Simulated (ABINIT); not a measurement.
Here is an ABINIT 10.8.3 (patched build) calculation.

Contents of run.abi:

```
# Datasets: ground state, then fixed potential
ndtset 2

# Pseudopotentials
pp_dirpath "./"
pseudos "Sb.GGA_PBE-JTH_sp.xml, Ga.GGA_PBE-JTH.xml"

# Structure
acell 4.3260792873 4.3260792873 4.3260792873 Angstrom
rprim
     0.0000000000     0.7071067812     0.7071067812
     0.7071067812     0.0000000000     0.7071067812
     0.7071067812     0.7071067812     0.0000000000
ntypat 2
znucl 51 31
natom 2
typat 1 2
xred
     0.7500000000     0.7500000000     0.7500000000
     0.0000000000     0.0000000000     0.0000000000

# Plane-wave basis
ecut 20.0
pawecutdg 40.0

# Exchange and correlation
ixc 14

# Bands and occupations
occopt 3
tsmear 0.05 eV

# SCF cycle
nstep 100

# Output
iomode 3
prtwf 0
prteig 0
prtebands 0
enunit 2
prtden1 1

# Dataset 1
kptopt1 1
ngkpt1 8 8 8
nshiftk1 1
shiftk1 0.0 0.0 0.0
nband1 13
tolvrs1 1.0e-9

# Dataset 2: bands along G-X-W-K-G-L-U-W-L-K
iscf2 -2
getden2 1
nband2 17
nbdbuf2 2
tolwfr2 1.0e-12
kptopt2 -9
ndivsm2 5
prteig2 1
kptbounds2
     0.0000000000     0.0000000000     0.0000000000
     0.5000000000     0.0000000000     0.5000000000
     0.5000000000     0.2500000000     0.7500000000
     0.3750000000     0.3750000000     0.7500000000
     0.0000000000     0.0000000000     0.0000000000
     0.5000000000     0.5000000000     0.5000000000
     0.6250000000     0.2500000000     0.6250000000
     0.5000000000     0.2500000000     0.7500000000
     0.5000000000     0.5000000000     0.5000000000
     0.3750000000     0.3750000000     0.7500000000
```

Potentials or basis: JTH PAW PBE v2.0 sp.

Run with:

```console
$ abinit run.abi > log 2>&1
```

(1) Predict the pressure.

(2) What does it give for the band gap along the path?

Results:

(1) 3.6 GPa.

(2) 0.16 eV, direct.

Caveat: the PAW data sets were made with another functional, which shifts forces and pressure a little; spin-orbit coupling is left out, which moves the levels of the heavy elements; this set keeps more shells in the core, which shifts pressures and gaps.

**What was measured.**

From a printed reference work, data compilation, for a bulk crystal of GaSb at 4.2 K: band gap 0.811 eV (direct).

Measured gap of GaSb: 0.811 eV (direct; 4.2 K; a printed reference work, data compilation). This calculation gives 0.16 eV (-0.65 eV). Spin-orbit coupling on Ga, Sb is left out. The value is that of revPBE, without temperature or zero-point motion. Semilocal functionals fall short of measured gaps as a rule.
